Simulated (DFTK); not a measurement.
Crystal: Te.

```
Te
1.0
     4.45400    0.00000    0.00000
    -2.22700    3.85728    0.00000
     0.00000    0.00000    5.92400
Te
3
Direct
  0.73100 0.73100 0.00000
  0.00000 0.26900 0.66667
  0.26900 0.00000 0.33333
```

Base run:

| Quantity | Value |
| --- | --- |
| Program | DFTK 0.8.2 |
| Functional | PBE |
| Potentials or basis | dojo.nc.sr.pbe.v0_4_1.standard.upf (PBE) |
| Cutoff | 1088 eV |
| k mesh | 7 × 7 × 5 |
| Occupations | fermi-dirac, width 0.05 eV |
| Spin | no spin polarisation |

Its results: pressure 1.6 GPa; largest force 0.199 eV/Å.

Question: After a change of settings the same cell gave: pressure 0.2 GPa; largest force 0.337 eV/Å. Which change was it?
A. functional from PBE to LDA; potentials or basis from dojo.nc.sr.pbe.v0_4_1.standard.upf (PBE) to cp2k.nc.sr.lda.v0_1.largecore.gth (LDA, GTH); cutoff from 1088 eV to 544 eV; valence electrons from 48 to 18
B. functional from PBE to PBEsol; potentials or basis from dojo.nc.sr.pbe.v0_4_1.standard.upf (PBE) to cp2k.nc.sr.pbe.v0_1.semicore.gth (PBE, GTH); cutoff from 1088 eV to 544 eV; valence electrons from 48 to 18
C. potentials or basis from dojo.nc.sr.pbe.v0_4_1.standard.upf (PBE) to cp2k.nc.sr.pbe.v0_1.largecore.gth (PBE, GTH); cutoff from 1088 eV to 544 eV; valence electrons from 48 to 18

Answer: B.

Caveats: GTH potentials come without recommended cutoffs, and this one wasn't checked for convergence (some runs); the potentials were made for another functional, which shifts forces and pressure (some runs).

Not every run made on this cell is shown here.
